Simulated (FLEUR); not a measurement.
As:

```
As
1.0
     2.70368    0.00000    0.00000
     0.00000    2.70368    0.00000
     0.00000    0.00000    2.70368
As
1
Direct
  0.50000 0.50000 0.50000
```

This isn't the form of As at room conditions, which is rhombohedral.

| Property | Result |
| --- | --- |
| Program | FLEUR MaX-R8.1 (later development tree) |
| Task | single point |
| Functional | PBEsol |
| Potentials or basis | all-electron |
| Basis | FLAPW |
| Kmax | 4.22 1/bohr |
| k mesh | 10 × 10 × 10 |
| Occupations | fermi-dirac, width 0.05 eV |
| Spin | no spin polarisation |
| Gmax | 13.1 1/bohr |
| Muffin-tin radii | As 2.32 bohr |
| lmax | As 9 |
| lnonsphr | As 9 |
| Local orbitals a species | As 6 |
| Max iterations | 60 |
| Mixing factor | 0.05 |
| Mixer | Anderson |
| Mixer history | 15 |

On this cell: band gap on the k mesh none (metal or under the smearing width).

The same run follows on a disturbed copy (cell strained at random at fixed volume):

```
As
1.0
     2.71004   -0.01738   -0.01186
    -0.01738    2.72970    0.03326
    -0.01186    0.03326    2.67219
As
1
Direct
  0.48435 0.50553 0.49638
```

Question: What changes?

Answer: The energy (extrapolated to zero smearing) moves by +3.8 meV/atom; band gap on the k mesh none (metal or under the smearing width).
